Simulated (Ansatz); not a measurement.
# Dielectric response of BeTe (110) films, part 3 of 5

Aim: the electronic and static ε of zincblende BeTe (110) from films of several thicknesses in a field.

Ansatz 0.2.0; plane-wave DFT, PBE, Ansatz PAW (the session's first sound run).

So far. Step 8 (Relaxing in the field, 10 atoms, field -0.05 V/Å): The dipole is -0.0600 e·Å, and the gap on the mesh 1.573 eV. Step 9 (Response with the atoms relaxed, 10 atoms, units 5): The induced dipole is that of a conductor 9.69 Å thick.

## Step 10: Relaxing the film, 16 atoms, units 8

This step: plane-wave DFT, PBE, Ansatz PAW (Ansatz 0.2.0).

System of this step: BeTe (110), 8 units. The cell holds 16 atoms: 8 Be and 8 Te. Its edges and angles: a = 3.981 Å, b = 5.630 Å, c = 31.934 Å, α = 90.0°, β = 90.0°, γ = 90.0°. It derives from BeTe (zincblende BeTe). Vacuum lies along c.

The next thickness, treated alike, so that differences show the interior and the faces cancel.

Input file input.yaml:

```yaml
crystal:
  lattice:
    - [3.98101118, 0.0, 0.0]
    - [0.0, 5.63, 0.0]
    - [0.0, 0.0, 31.9335391233]
  atoms:
    - { symbol: Be, position: [0.5, 0.5, 0.2818353445] }
    - { symbol: Te, position: [0.0, 0.75, 0.2818353445] }
    - { symbol: Be, position: [0.0, 0.0, 0.3441681032] }
    - { symbol: Te, position: [0.5, 0.25, 0.3441681032] }
    - { symbol: Be, position: [0.5, 0.5, 0.4065008619] }
    - { symbol: Te, position: [0.0, 0.75, 0.4065008619] }
    - { symbol: Be, position: [0.0, 0.0, 0.4688336206] }
    - { symbol: Te, position: [0.5, 0.25, 0.4688336206] }
    - { symbol: Be, position: [0.5, 0.5, 0.5311663794] }
    - { symbol: Te, position: [0.0, 0.75, 0.5311663794] }
    - { symbol: Be, position: [0.0, 0.0, 0.5934991381] }
    - { symbol: Te, position: [0.5, 0.25, 0.5934991381] }
    - { symbol: Be, position: [0.5, 0.5, 0.6558318968] }
    - { symbol: Te, position: [0.0, 0.75, 0.6558318968] }
    - { symbol: Be, position: [0.0, 0.0, 0.7181646555] }
    - { symbol: Te, position: [0.5, 0.25, 0.7181646555] }
kpoints:
  mp_grid: { grid: [8, 6, 1] }
hamiltonian:
  xc: pbe
scf:
  occupations: { method: fixed }
  convergence: { dr2_threshold: 1.0e-09 }
efield:
  axis: 3
  dipole_correction: true
  ramp_position: 0.97
  ramp_width: 0.06
relax:
  f_tol: 0.003
  max_steps: 100
output:
  write_potential: true
  write_density: true
  volumetric_format: npy
```

Started as:

```bash
ansatz run input.yaml --threads 4 --pin off --max-ram 8192MiB --backend cpu --events-out ev --progress --plain --runs-dir out
```

Numbers of over 12 decimals in the logs are rounded to 6 here.

What it wrote:

```text
[...]
Crystal: 16 atoms, lattice volume = 715.729 Å³
Basis set: ecut = 420 eV, 14049 PW (Γ), exchange–correlation on 54×80×432 points (8 copies of the dense FFT grid, shifted against one another)
Bands: 88, of which v1, the nominal top of the filled ones, is band 72 counted from 1 (71 counted from 0)
Symmetry: 2 space group operations
[...]
- { symbol: Be, position: [0.5, 0.488818, 0.531821] }
    - { symbol: Te, position: [0.0, 0.740001, 0.531114] }
    - { symbol: Be, position: [0.0, -0.011037, 0.593713] }
    - { symbol: Te, position: [0.5, 0.241215, 0.594929] }
    - { symbol: Be, position: [0.5, 0.485474, 0.659360] }
    - { symbol: Te, position: [0.0, 0.737575, 0.656764] }
    - { symbol: Be, position: [0.0, 0.059683, 0.704836] }
    - { symbol: Te, position: [0.5, 0.258272, 0.725264] }
[key lines of the parts left out:]
SCF converged after 6 iterations
Free energy (F): -56586.411991 eV
Fermi energy:    1.081103 eV
Dipole field:    D = 0.000000 V/Å  (p = 0.000001 e·Å, saw-weighted, corrected)
Work function:   Φ+ = 5.1858 eV   Φ− = 5.1858 eV
```

Run time: 3 min. Hardware: 4 threads of Arm Neoverse V2, shared host; peak memory 1.9 GiB; 12 min of CPU time.

Step by step:

```csv
step,energy less that of the first step (eV),largest force component (eV/Å)
1,0.0000,1.2571
2,-0.7005,0.6574
3,-0.9832,0.2643
4,-1.0464,0.0401
5,-1.0472,0.0177
6,-1.0474,0.0032
7,-1.0474,0.0003
```

Forces are held to the 2 operations that the run works with; a distortion that breaks them can't arise in this run.

The atoms that moved most (Å):

```csv
atom,dx,dy,dz,length
Be1,0.000,0.336,0.426,0.542
Be15,0.000,0.336,-0.426,0.542
Te2,0.000,0.047,-0.227,0.231
Te16,0.000,0.047,0.227,0.231
Be13,0.000,-0.082,0.113,0.139
Be3,0.000,-0.082,-0.113,0.139
Te14,0.000,-0.070,0.030,0.076
Te4,0.000,-0.070,-0.030,0.076
```

The relaxation took 7 steps and lowered the energy by 1.0 eV; the largest force on the free atoms ends at 3.3e-4 eV/Å.

The gap is 1.65 eV, with the valence edge 5.19 eV and the conduction edge 3.54 eV under the upper vacuum level.

## Step 11: Single point on the relaxed film, 16 atoms, units 8

The next thickness, treated alike, so that differences show the interior and the faces cancel.

Input file input.yaml:

```yaml
crystal:
  lattice:
    - [3.98101118, 0.0, 0.0]
    - [0.0, 5.63, 0.0]
    - [0.0, 0.0, 31.9335391233]
  atoms:
    - { symbol: Be, position: [0.5, 0.5596829068, 0.2951642687] }
    - { symbol: Te, position: [0.0, 0.7582716305, 0.2747359015] }
    - { symbol: Be, position: [0.0, -0.0145258454, 0.3406397301] }
    - { symbol: Te, position: [0.5, 0.2375748819, 0.343235866] }
    - { symbol: Be, position: [0.5, 0.4889627997, 0.4062865393] }
    - { symbol: Te, position: [0.0, 0.7412149088, 0.405070584] }
    - { symbol: Be, position: [0.0, -0.0111818782, 0.4681790119] }
    - { symbol: Te, position: [0.5, 0.2400006507, 0.4688862514] }
    - { symbol: Be, position: [0.5, 0.4888181168, 0.5318209879] }
    - { symbol: Te, position: [0.0, 0.7400006461, 0.5311137491] }
    - { symbol: Be, position: [0.0, -0.0110372126, 0.5937134605] }
    - { symbol: Te, position: [0.5, 0.241214897, 0.5949294163] }
    - { symbol: Be, position: [0.5, 0.4854741372, 0.6593602694] }
    - { symbol: Te, position: [0.0, 0.7375748654, 0.6567641344] }
    - { symbol: Be, position: [0.0, 0.0596828853, 0.704835731] }
    - { symbol: Te, position: [0.5, 0.2582716101, 0.7252640983] }
kpoints:
  mp_grid: { grid: [8, 6, 1] }
hamiltonian:
  xc: pbe
scf:
  occupations: { method: fixed }
  convergence: { dr2_threshold: 1.0e-09 }
efield:
  axis: 3
  dipole_correction: true
  ramp_position: 0.97
  ramp_width: 0.06
output:
  eigenvalues: true
  write_potential: true
  write_density: true
  volumetric_format: npy
  elf: true
```

What it wrote:

```text
[...]
Crystal: 16 atoms, lattice volume = 715.729 Å³
Basis set: ecut = 420 eV, 14049 PW (Γ)
Bands: 88, of which v1, the nominal top of the filled ones, is band 72 counted from 1 (71 counted from 0)
Symmetry: 2 space group operations
k-points: 20 of 48 (time reversal used)
[...]
k-point 0: bands = [... 68 lower, 0.6356, 0.8509, 0.9133, 1.0811, 3.2344, 3.5951, 3.9186, 4.1053, ... 12 higher]
  k-point 1: bands = [... 68 lower, 0.5936, 0.7003, 0.7230, 0.7864, 3.3101, 3.6693, 4.0594, 4.2110, ... 12 higher]
  k-point 2: bands = [... 68 lower, 0.2126, 0.2133, 0.3833, 0.4580, 3.4944, 3.7585, 4.1522, 4.3062, ... 12 higher]
  k-point 19: bands = [... 68 lower, -0.1513, -0.1513, 0.1330, 0.1331, 3.6301, 3.6301, 4.6832, 4.6832, ... 12 higher]
[key lines of the parts left out:]
SCF converged after 10 iterations
Free energy (F): -56586.412467 eV
Fermi energy:    1.081127 eV
Dipole field:    D = 0.000003 V/Å  (p = 0.000012 e·Å, saw-weighted, corrected)
Work function:   Φ+ = 5.1857 eV   Φ− = 5.1858 eV
```

Elapsed: 47 s, on 4 threads; peak memory 2.3 GiB; 3.1 min of CPU time.

The gap is 1.65 eV, with the valence edge 5.19 eV and the conduction edge 3.54 eV under the upper vacuum level.

## Step 12: Single point, 16 atoms, units 8, field 0.1 V/Å

input.yaml, as its differences from that of step 11:

```diff
@@ -28,3 +28,3 @@
   occupations: { method: fixed }
-  convergence: { dr2_threshold: 1.0e-09 }
+  convergence: { dr2_threshold: 1.0e-10 }
 efield:
@@ -34,4 +34,4 @@
   ramp_width: 0.06
+  amplitude: 0.1
 output:
-  eigenvalues: true
   write_potential: true
@@ -39,2 +39 @@
   volumetric_format: npy
-  elf: true
```

What it wrote:

```text
[...]
Crystal: 16 atoms, lattice volume = 715.729 Å³
Basis set: ecut = 420 eV, 14049 PW (Γ)
Bands: 88, of which v1, the nominal top of the filled ones, is band 72 counted from 1 (71 counted from 0)
Symmetry: 2 space group operations
k-points: 20 of 48 (time reversal used)
[...]
k-point 0: bands = [... 68 lower, 0.6350, 0.8573, 0.9096, 1.0912, 3.2262, 3.5981, 3.9104, 4.0974, ... 12 higher]
  k-point 1: bands = [... 68 lower, 0.5923, 0.6922, 0.7316, 0.8044, 3.3014, 3.6728, 4.0502, 4.1927, ... 12 higher]
  k-point 2: bands = [... 68 lower, 0.2060, 0.2697, 0.3612, 0.4871, 3.4804, 3.7656, 4.1466, 4.3046, ... 12 higher]
  k-point 19: bands = [... 68 lower, -0.1911, -0.1042, 0.0638, 0.2053, 3.5474, 3.7106, 4.6778, 4.6806, ... 12 higher]
[key lines of the parts left out:]
SCF converged after 13 iterations
Free energy (F): -56586.421582 eV
Fermi energy:    1.091239 eV
Dipole field:    D = 0.046093 V/Å  (p = 0.182314 e·Å, saw-weighted, corrected)
```

Run time: 54 s. Hardware: 4 threads; peak memory 2.2 GiB.

The dipole is 0.182 e·Å, and the gap on the mesh 1.565 eV.

## Step 13: Single point, 16 atoms, units 8, field -0.1 V/Å

input.yaml, as its differences from that of step 12:

```diff
@@ -34,3 +34,3 @@
   ramp_width: 0.06
-  amplitude: 0.1
+  amplitude: -0.1
 output:
```

What it wrote:

```text
[...]
Crystal: 16 atoms, lattice volume = 715.729 Å³
Basis set: ecut = 420 eV, 14049 PW (Γ)
Bands: 88, of which v1, the nominal top of the filled ones, is band 72 counted from 1 (71 counted from 0)
Symmetry: 2 space group operations
k-points: 20 of 48 (time reversal used)
[...]
k-point 0: bands = [... 68 lower, 0.6350, 0.8572, 0.9096, 1.0912, 3.2262, 3.5981, 3.9104, 4.0974, ... 12 higher]
  k-point 1: bands = [... 68 lower, 0.5923, 0.6922, 0.7316, 0.8044, 3.3014, 3.6728, 4.0502, 4.1927, ... 12 higher]
  k-point 2: bands = [... 68 lower, 0.2060, 0.2697, 0.3612, 0.4871, 3.4804, 3.7656, 4.1466, 4.3046, ... 12 higher]
  k-point 19: bands = [... 68 lower, -0.1911, -0.1042, 0.0638, 0.2053, 3.5474, 3.7106, 4.6778, 4.6806, ... 12 higher]
[key lines of the parts left out:]
SCF converged after 13 iterations
Free energy (F): -56586.421583 eV
Fermi energy:    1.091234 eV
Dipole field:    D = -0.046094 V/Å  (p = -0.182318 e·Å, saw-weighted, corrected)
```

It took 54 s on 4 threads; peak memory 2.3 GiB.

The dipole is -0.182 e·Å, and the gap on the mesh 1.565 eV.

## Step 14: Response with the atoms held, 16 atoms, units 8

This step: plane-wave DFT, PBE, Ansatz PAW; response to a field along the normal, atoms held (Ansatz 0.2.0).

Local field over the applied field, running mean. From the potentials at -0.1 and 0.1 V/Å; running mean over 1.991 Å, taken twice. Table of local field over applied field by z:

```csv
z (Å),local field over applied field
4,0.999
5,0.988
6,0.924
7,0.727
8,0.425
9,0.194
10,0.125
11,0.133
12,0.135
13,0.131
14,0.132
15,0.133
16,0.133
17,0.133
18,0.132
19,0.131
20,0.135
21,0.132
22,0.126
23,0.205
24,0.445
25,0.744
26,0.932
27,0.989
```

The induced dipole is that of a conductor 14.72 Å thick.

## Step 15: Relaxation, 24 atoms, units 12

This step: plane-wave DFT, PBE, Ansatz PAW (Ansatz 0.2.0).

System of this step: BeTe (110), 12 units. The cell holds 24 atoms: 12 Be and 12 Te. Cell: a = 3.981 Å, b = 5.630 Å, c = 39.896 Å, α = 90.0°, β = 90.0°, γ = 90.0°. It derives from BeTe (zincblende BeTe). Vacuum lies along c.

The next thickness, treated alike, so that differences show the interior and the faces cancel.

Input file input.yaml:

```yaml
crystal:
  lattice:
    - [3.98101118, 0.0, 0.0]
    - [0.0, 5.63, 0.0]
    - [0.0, 0.0, 39.8955614794]
  atoms:
    - { symbol: Be, position: [0.5, 0.5, 0.2255890045] }
    - { symbol: Te, position: [0.0, 0.75, 0.2255890045] }
    - { symbol: Be, position: [0.0, 0.0, 0.2754819128] }
    - { symbol: Te, position: [0.5, 0.25, 0.2754819128] }
    - { symbol: Be, position: [0.5, 0.5, 0.3253748211] }
    - { symbol: Te, position: [0.0, 0.75, 0.3253748211] }
    - { symbol: Be, position: [0.0, 0.0, 0.3752677293] }
    - { symbol: Te, position: [0.5, 0.25, 0.3752677293] }
    - { symbol: Be, position: [0.5, 0.5, 0.4251606376] }
    - { symbol: Te, position: [0.0, 0.75, 0.4251606376] }
    - { symbol: Be, position: [0.0, 0.0, 0.4750535459] }
    - { symbol: Te, position: [0.5, 0.25, 0.4750535459] }
    - { symbol: Be, position: [0.5, 0.5, 0.5249464541] }
    - { symbol: Te, position: [0.0, 0.75, 0.5249464541] }
    - { symbol: Be, position: [0.0, 0.0, 0.5748393624] }
    - { symbol: Te, position: [0.5, 0.25, 0.5748393624] }
    - { symbol: Be, position: [0.5, 0.5, 0.6247322707] }
    - { symbol: Te, position: [0.0, 0.75, 0.6247322707] }
    - { symbol: Be, position: [0.0, 0.0, 0.6746251789] }
    - { symbol: Te, position: [0.5, 0.25, 0.6746251789] }
    - { symbol: Be, position: [0.5, 0.5, 0.7245180872] }
    - { symbol: Te, position: [0.0, 0.75, 0.7245180872] }
    - { symbol: Be, position: [0.0, 0.0, 0.7744109955] }
    - { symbol: Te, position: [0.5, 0.25, 0.7744109955] }
kpoints:
  mp_grid: { grid: [8, 6, 1] }
hamiltonian:
  xc: pbe
scf:
  occupations: { method: fixed }
  convergence: { dr2_threshold: 1.0e-09 }
efield:
  axis: 3
  dipole_correction: true
  ramp_position: 0.97
  ramp_width: 0.06
relax:
  f_tol: 0.003
  max_steps: 100
output:
  write_potential: true
  write_density: true
  volumetric_format: npy
```

What it wrote:

```text
[...]
Crystal: 24 atoms, lattice volume = 894.183 Å³
Basis set: ecut = 420 eV, 17547 PW (Γ), exchange–correlation on 54×80×540 points (8 copies of the dense FFT grid, shifted against one another)
Bands: 132, of which v1, the nominal top of the filled ones, is band 108 counted from 1 (107 counted from 0)
Symmetry: 2 space group operations
[...]
- { symbol: Be, position: [0.5, 0.492156, 0.626046] }
    - { symbol: Te, position: [0.0, 0.743404, 0.625649] }
    - { symbol: Be, position: [0.0, -0.00754538, 0.675721] }
    - { symbol: Te, position: [0.5, 0.244701, 0.676614] }
    - { symbol: Be, position: [0.5, 0.488953, 0.728201] }
    - { symbol: Te, position: [0.0, 0.741043, 0.726169] }
    - { symbol: Be, position: [0.0, 0.063149, 0.764637] }
    - { symbol: Te, position: [0.5, 0.261804, 0.780961] }
[key lines of the parts left out:]
SCF converged after 6 iterations
Free energy (F): -84880.187620 eV
Fermi energy:    2.365758 eV
Dipole field:    D = -0.000001 V/Å  (p = -0.000004 e·Å, saw-weighted, corrected)
Work function:   Φ+ = 5.1611 eV   Φ− = 5.1611 eV
```

Wall time 6.6 min (4 threads); peak memory 3.1 GiB.

Relaxation path:

```csv
step,energy less that of the first step (eV),largest force component (eV/Å)
1,0.0000,1.2566
2,-0.7014,0.6583
3,-0.9900,0.2530
4,-1.0517,0.0391
5,-1.0529,0.0190
6,-1.0531,0.0034
7,-1.0531,0.0005
```

Forces are held to the 2 operations that the run works with; a distortion that breaks them can't arise in this run.

The atoms that moved most (Å):

```csv
atom,dx,dy,dz,length
Be23,0.000,0.356,-0.390,0.528
Be1,0.000,0.356,0.390,0.528
Te24,0.000,0.066,0.261,0.270
Te2,0.000,0.066,-0.261,0.270
Be3,0.000,-0.062,-0.147,0.160
Be21,0.000,-0.062,0.147,0.160
Te6,0.000,-0.030,-0.079,0.085
Te20,0.000,-0.030,0.079,0.085
```

Running mean over 1.991 Å of the planar mean; the ramp of the sawtooth is left out. Electron's electrostatic potential energy less the highest filled level against z:

z (Å), electron's electrostatic potential energy less the highest filled level (eV) and a bar from the least value:
```
        4       5.16 ##############################
        5       5.16 ##############################
        6       5.11 ##############################
        7       4.40 ###########################
        8       2.43 ##################
        9      -0.30 ######
       10      -1.63 
       11      -1.18 ##
       12      -0.91 ###
       13      -0.99 ###
       14      -1.02 ###
       15      -1.00 ###
       16      -0.99 ###
       17      -1.01 ###
       18      -1.01 ###
       19      -1.01 ###
       20      -0.99 ###
       21      -1.01 ###
       22      -1.01 ###
       23      -1.01 ###
       24      -0.99 ###
       25      -1.00 ###
       26      -1.02 ###
       27      -1.00 ###
       28      -0.92 ###
       29      -1.21 ##
       30      -1.58 
       31      -0.17 ######
       32       2.68 ###################
       33       4.58 ###########################
       34       5.13 ##############################
       35       5.16 ##############################
       36       5.16 ##############################
```

The relaxation took 7 steps and lowered the energy by 1.1 eV; the largest force on the free atoms ends at 4.5e-4 eV/Å.

The gap is 1.62 eV, with the valence edge 5.16 eV and the conduction edge 3.54 eV under the upper vacuum level.

## Step 16: Comparing the runs

Times are for 4 threads of Arm Neoverse V2, shared host. Results by setting:

```csv
no.,units,gap by band count (eV),"ionisation energy, upper face (eV)","electron affinity, upper face (eV)",time,memory (GiB)
1,5,1.573,5.249,3.676,74 s,1.2
2,8,1.648,5.186,3.538,3 min,1.9
3,12,1.620,5.161,3.541,6.6 min,3.1
```

The runs together. Valence density, planar mean against z:

```csv
z (Å),5 (e/Å³),8 (e/Å³),12 (e/Å³)
5.0,3.5e-5,3.9e-5,4.3e-5
5.5,1.4e-4,1.6e-4,1.7e-4
6.0,5.9e-4,6.4e-4,7.0e-4
6.5,0.00235,0.00259,0.00285
7.0,0.00971,0.0107,0.0118
7.5,0.0367,0.0403,0.0439
8.0,0.122,0.136,0.149
8.5,0.499,0.529,0.562
9.0,0.624,0.592,0.564
9.5,0.228,0.222,0.212
10.0,0.186,0.188,0.191
10.5,0.373,0.390,0.423
11.0,0.716,0.708,0.698
11.5,0.329,0.319,0.294
12.0,0.189,0.193,0.195
12.5,0.365,0.409,0.441
13.0,0.719,0.702,0.691
13.5,0.334,0.305,0.283
14.0,0.188,0.187,0.189
14.5,0.362,0.377,0.410
15.0,0.726,0.710,0.702
15.5,0.342,0.335,0.308
16.0,0.184,0.193,0.193
16.5,0.246,0.386,0.412
17.0,0.654,0.710,0.701
17.5,0.458,0.318,0.300
18.0,0.111,0.186,0.190
18.5,0.0337,0.351,0.396
19.0,0.00871,0.707,0.702
19.5,0.00213,0.352,0.311
20.0,5.2e-4,0.194,0.193
20.5,1.3e-4,0.375,0.396
21.0,3.1e-5,0.702,0.695
21.5,9.2e-6,0.335,0.312
22.0,2.1e-6,0.184,0.191
22.5,-2.4e-6,0.242,0.380
23.0,0,0.642,0.702
23.5,1.4e-6,0.460,0.319
24.0,0,0.113,0.192
24.5,0,0.0341,0.383
25.0,0,0.00892,0.705
25.5,-1.3e-6,0.00220,0.320
```

[end of part 3 of 5]

[Logs are printed without paths, hosts, clocks, repeated set-up lines and the standing remarks that a program may print on its own settings, such as how far it seeks lower states.]

[Hosts, paths, dates, database ids (printed as entryN), source tags and the programs' standing remarks are cut or masked in the printed files.]

[Maps of the electrostatic potential energy from Ansatz leave out the sawtooth potential of an applied field or a dipole correction, so their vacuum need not be flat; planar profiles and work functions include it.]
